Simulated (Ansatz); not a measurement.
# Al3GaAs4: the cell at several levels of theory

Aim: relax Al3GaAs4 as one 8-atom ordering (R3m) on the zincblende lattice with PBE and r2SCAN and see how far the functionals disagree on the cell. This is a trial cell built on a prototype, not taken from a measured structure, and it needn't be the compound's ground state.

Program: Ansatz 0.2.0. PAW datasets, plane waves, zero pressure. (Calculated; spin-unpolarised; the phase may be known or hypothetical.)

### 1 The cell

This is the cell as the run starts from it, not yet at rest; its lengths are not the crystal's.

Space group R3m (No. 160), trigonal; a = 3.847 Å, c = 37.691 Å in the conventional setting, 20.13 Å³ an atom. Near Al stand 4 As at 2.36 Å; near Ga stand 4 As at 2.36 Å; near As stand 4 Al at 2.36 Å.

The structure in full:

```
CELL_PARAMETERS angstrom
1.92342 1.11049 12.56373
-1.92342 1.11049 12.56373
0.00000 -2.22098 12.56373
ATOMIC_POSITIONS crystal
Al 0.00000 0.00000 0.00000
Al 0.25000 0.25000 0.25000
Al 0.50000 0.50000 0.50000
Ga 0.75000 0.75000 0.75000
As 0.31250 0.31250 0.31250
As 0.56250 0.56250 0.56250
As 0.81250 0.81250 0.81250
As 0.06250 0.06250 0.06250
```

### 2 Relaxing with PBE

input.yaml reads:

```yaml
crystal:
  lattice:
    - [1.9234209957, 1.1104876296, 12.5637333333]
    - [-1.9234209957, 1.1104876296, 12.5637333333]
    - [0.0, -2.2209752593, 12.5637333333]
  atoms:
    - { symbol: Al, position: [1.0, 0.0, 0.0] }
    - { symbol: Al, position: [0.25, 0.25, 0.25] }
    - { symbol: Al, position: [0.5, 0.5, 0.5] }
    - { symbol: Ga, position: [0.75, 0.75, 0.75] }
    - { symbol: As, position: [0.3125, 0.3125, 0.3125] }
    - { symbol: As, position: [0.5625, 0.5625, 0.5625] }
    - { symbol: As, position: [0.8125, 0.8125, 0.8125] }
    - { symbol: As, position: [0.0625, 0.0625, 0.0625] }
kpoints:
  mp_grid: { grid: [8, 8, 8] }
hamiltonian:
  xc: pbe
scf:
  occupations: { method: fermi_dirac, width: 0.02 }
relax:
  f_tol: 0.005
  cell: {}
output:
  write_density: true
  write_potential: true
  elf: true
  volumetric_format: npy
```

On the command line:

```sh
$ ansatz run input.yaml --threads 4 --pin off --max-ram 6451MiB --backend cpu --events-out ev --progress --plain --runs-dir out
```

Further steps of the session: r2SCAN: cell and atoms.

Before running it: what results should come out? Wanted: for each run, a; c; volume; space group; SCF geometries.

As calculated:

| level | a (Å) | c (Å) | volume (Å³/atom) | space group | SCF geometries |
| --- | --- | --- | --- | --- | --- |
| PBE | 4.054 | 39.707 | 23.549 | R3m | 7 |
| r2SCAN | 4.015 | 39.295 | 22.854 | R3m | 5 |

What this shows: From the start to the first minimum the volume moved by +17.0 %. The volume runs from r2SCAN (least) to PBE (most), a spread of 3.0 %, or 1.0 % in length if all axes shared it alike. The meshes differ: PBE 8×8×8, r2SCAN 6×6×6.
